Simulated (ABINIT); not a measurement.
Here is an ABINIT 10.8.3 (patched build) calculation.

The input run.abi:

```
pp_dirpath "./"
pseudos "Fe.upf"

acell 3*1.0 Angstrom
rprim
    -1.4430000000     1.4430000000     1.4430000000
     1.4430000000    -1.4430000000     1.4430000000
     1.4430000000     1.4430000000    -1.4430000000
ntypat 1
znucl 26
natom 1
typat 1
xred
     0.0000000000     0.0000000000     0.0000000000

ecut 45.0

kptopt 1
ngkpt 13 13 13
nshiftk 1
shiftk 0.0 0.0 0.0

ixc -116133

nband 13
occopt 3
tsmear 0.00183747

nsppol 2
spinat
     0.0000000000     0.0000000000     5.0000000000

nstep 100
tolvrs 1.0e-10

iomode 3
prtwf 0
prtden 0
prteig 0
prtebands 0
```

Potentials or basis: PseudoDojo NC SR PBEsol v0.4.1 standard.

Command:

```sh
$ abinit run.abi > log 2>&1
```

Problem. Predict the net moment.

Solution. 2.38 μB per cell.

Problem. Predict the site moments.

Solution. Fe +2.42 μB.

Problem. Estimate the pressure.

Solution. -15.6 GPa.

Problem. Estimate the band gap on the k mesh.

Solution. None (metal or under the smearing width).
